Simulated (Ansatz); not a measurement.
# Ga2O3: the cost of one run

Program: Ansatz 0.2.0. Level of theory: DFT PBEsol, scalar-relativistic, plane waves, PAW. These are calculated values, not measurements.

3 further runs of the same task are left out: 3 set aside as unsound or not needed. Runs told in other sessions of the task aren't counted.

## 1. The starting structure

The cell holds 40 atoms (Ga15MgO24): a = 7.541 Å, b = 7.654 Å, c = 8.421 Å, α = 72.48°, β = 75.38°, γ = 67.31°.

The coordinates of this cell stand in the input of its own run.

The host was relaxed before at PBEsol: a = 12.277 Å, b = 3.047 Å, c = 5.811 Å, α = 90.00°, β = 103.71°, γ = 90.00° (conventional cell), 10.560 Å³/atom.

Places, in fractions of the supercell: Mg in place of Ga at (0.849, 0.834, 0.837). The start keeps the symmetry of the ideal site.

## 2. Band edges of the host over the zone

input.yaml

```yaml
crystal:
  lattice:
    - [6.1387134722, -1.5236598588, 0.0036360899]
    - [6.1387134722, 1.5236598588, 0.0036360899]
    - [-1.3804415279, 0.0, 5.6441527271]
  atoms:
    - { symbol: Ga, position: [0.3412681319, 0.3412681319, 0.6854239428] }
    - { symbol: Ga, position: [0.6587318681, 0.6587318681, 0.3145760572] }
    - { symbol: Ga, position: [0.9094817728, 0.9094817728, 0.2046052827] }
    - { symbol: Ga, position: [0.0905182272, 0.0905182272, 0.7953947173] }
    - { symbol: O, position: [0.5037661253, 0.5037661253, 0.7440673777] }
    - { symbol: O, position: [0.4962338747, 0.4962338747, 0.2559326223] }
    - { symbol: O, position: [0.8267789418, 0.8267789418, 0.4372302546] }
    - { symbol: O, position: [0.1732210582, 0.1732210582, 0.5627697454] }
    - { symbol: O, position: [0.1652737577, 0.1652737577, 0.10958921] }
    - { symbol: O, position: [0.8347262423, 0.8347262423, 0.89041079] }
basis:
  ecutwfc: 420
  xc_grid: 2
kpoints:
  mp_grid: { grid: [8, 8, 4] }
  band_path: { path: [VBM, CBM], npoints: 2 }
hamiltonian:
  xc: pbesol
scf:
  occupations: { method: gaussian, width: 0.02 }
output:
  forces: true
  stress: true
  eigenvalues: true
```

Command:

```console
> ansatz run input.yaml --threads 8 --pin off --max-ram 16384MiB --backend cpu --events-out ev --progress --plain --runs-dir out
```

What time and memory should one allow on 8 threads of Arm Neoverse V1, shared host?

About 11 s, with a peak of 0.76 GiB.
